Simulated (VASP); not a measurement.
Wanted: the native input for a VASP 6.6.1 run.

* Task: band structure
* Functional: LDA
* Potentials or basis: VASP PAW LDA potentials, release 64 (Co)
* Cutoff: 520 eV
* k mesh: 16 × 16 × 10
* Occupations: fermi-dirac, width 0.05 eV
* Spin: collinear spin, ferromagnetic start
* Starting moments: [2.0, 2.0] μB
* Further INCAR settings: ALGO = Normal; EDIFF = 1e-06

The structure of Co lies in POSCAR:

```
Co
1.0
    2.5070000000      0.0000000000      0.0000000000
   -1.2535000000      2.1711256873      0.0000000000
    0.0000000000      0.0000000000      4.0690000000
Co
2
Direct
    0.3333333333      0.6666666667      0.2500000000
    0.6666666667      0.3333333333      0.7500000000
```

The input as run:

INCAR

```
PREC = Accurate
ENCUT = 520
EDIFF = 1E-6
ISMEAR = -1
SIGMA = 0.05
LREAL = F
LASPH = T
NELM = 100
ALGO = Normal
ISIF = 2
LWAVE = F
LCHARG = F
ISPIN = 2
MAGMOM = 2 2
LORBIT = 11
LMAXMIX = 4
```

KPOINTS

```
regular mesh
0
Gamma
  16 16 10
```

KPOINTS_OPT

```
explicit points
26
Reciprocal
 0.0000000000  0.0000000000  0.0000000000 1
 0.0000000000  0.0000000000  0.0200000000 1
 0.0000000000  0.0000000000  0.0400000000 1
 0.0000000000  0.0000000000  0.0600000000 1
 0.0000000000  0.0000000000  0.0800000000 1
 0.0000000000  0.0000000000  0.1000000000 1
 0.0000000000  0.0000000000  0.1200000000 1
 0.0000000000  0.0000000000  0.1400000000 1
 0.0000000000  0.0000000000  0.1600000000 1
 0.0000000000  0.0000000000  0.1800000000 1
 0.0000000000  0.0000000000  0.2000000000 1
 0.0000000000  0.0000000000  0.2200000000 1
 0.0000000000  0.0000000000  0.2400000000 1
 0.0000000000  0.0000000000  0.2600000000 1
 0.0000000000  0.0000000000  0.2800000000 1
 0.0000000000  0.0000000000  0.3000000000 1
 0.0000000000  0.0000000000  0.3200000000 1
 0.0000000000  0.0000000000  0.3400000000 1
 0.0000000000  0.0000000000  0.3600000000 1
 0.0000000000  0.0000000000  0.3800000000 1
 0.0000000000  0.0000000000  0.4000000000 1
 0.0000000000  0.0000000000  0.4200000000 1
 0.0000000000  0.0000000000  0.4400000000 1
 0.0000000000  0.0000000000  0.4600000000 1
 0.0000000000  0.0000000000  0.4800000000 1
 0.0000000000  0.0000000000  0.5000000000 1
```

Potentials or basis: VASP PAW LDA potentials, release 64 (Co).

Command:

```sh
$ cat potpaw_LDA.64/Co/POTCAR > POTCAR
$ mpirun -np 1 vasp_std > vasp.out
```

Results of the run:

```
Pressure                                              : -22.3 GPa
Band gap along the path                               : none (metal or under the smearing width)
Net moment                                            : 3.12 μB per cell
Site moments                                          : Co +1.57 μB
Valence electrons inside the program's atomic spheres : Co 8.24
```

Caveat: so large a pressure means that the cell lies far from this level's equilibrium, or that cutoff or potentials fall short.

It took 75 s on 1 thread of Intel(R) Xeon(R) 6975P-C (Granite Rapids), with other jobs on the host, peak memory 0.25 GiB.
